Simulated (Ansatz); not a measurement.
Ge: single point with PBEsol

Crystal: Ge.

```xyz
8
Lattice="4.0031 0.0000 0.0000 -2.0016 3.4668 0.0000 0.0000 0.0000 13.1567" Properties=species:S:1:pos:R:3 pbc="T T T"
Ge   -0.0069    2.3323    2.0604
Ge    2.0566    1.1618   11.1013
Ge    2.0055    1.1734    8.6026
Ge    0.0053    2.3139    4.4894
Ge    0.0185    0.0228    1.2234
Ge    0.0390   -0.0116   11.9425
Ge   -0.0216    0.0617    7.8667
Ge   -0.0136    0.0215    5.3864
```

This isn't the form of Ge at room conditions, which is diamond.

The cell isn't the ideal one: atoms moved at random, drawn with an rms of 0.05 Å.

```
Program             : Ansatz 0.2.0
Task                : single point
Functional          : PBEsol
Potentials or basis : Ansatz PAW
Cutoff              : 420 eV (not typed: the program's choice for these potentials)
k mesh              : 8 × 8 × 2
Occupations         : fermi-dirac, width 0.05 eV
Spin                : no spin polarisation
```

* Pressure: 0.1 GPa
* Largest force: 0.890 eV/Å
* Band gap on the k mesh: none (metal or under the smearing width)

Forces in eV/Å, atoms in the order of the input:
```
Ge   0.251  0.007 -0.321
Ge  -0.183 -0.172 -0.014
Ge  -0.285  0.483  0.586
Ge  -0.168  0.170  0.704
Ge  -0.240 -0.024  0.108
Ge   0.145  0.188 -0.173
Ge   0.313 -0.504 -0.664
Ge   0.169 -0.147 -0.226
```

Stress tensor (GPa, compression positive):
```
 0.31 -0.36  0.13
-0.36  0.09  0.19
 0.13  0.19 -0.13
```

Levels at points of the mesh, in eV from the Fermi level:
| k point | band 53 | band 54 | band 55 | band 56 | band 57 | band 58 | band 59 | band 60 |
| --- | --- | --- | --- | --- | --- | --- | --- | --- |
| (0.00, 0.00, 0.00) | -0.68 | -0.18 | -0.09 | 0.01 | 0.08 | 0.14 | 0.45 | 0.85 |
| (0.00, 0.00, -0.50) | -0.40 | -0.30 | -0.19 | -0.12 | -0.03 | 0.25 | 1.06 | 1.25 |
| (0.00, -0.50, 0.00) | -2.38 | -2.24 | -1.82 | -1.38 | 0.17 | 0.29 | 0.53 | 1.34 |
| (0.00, -0.50, -0.50) | -2.65 | -2.53 | -1.84 | -1.63 | 0.48 | 0.67 | 1.19 | 1.32 |
| (-0.50, 0.00, 0.00) | -2.38 | -2.28 | -1.80 | -1.40 | 0.18 | 0.28 | 0.52 | 1.33 |
| (-0.50, 0.00, -0.50) | -2.61 | -2.54 | -1.85 | -1.65 | 0.51 | 0.64 | 1.18 | 1.30 |
| (-0.50, -0.50, 0.00) | -2.37 | -2.27 | -1.86 | -1.38 | 0.19 | 0.30 | 0.56 | 1.38 |
| (-0.50, -0.50, -0.50) | -2.62 | -2.60 | -1.81 | -1.65 | 0.58 | 0.67 | 1.24 | 1.27 |

Wall time 13 s on 4 threads of AMD EPYC 7R43 64-Core Processor (Zen 3), on a shared host, peak memory 0.95 GiB.

Caveat: the PAW data sets come from PBE, with cores solved anew for the run's functional, which leaves a small shift of forces and pressure.
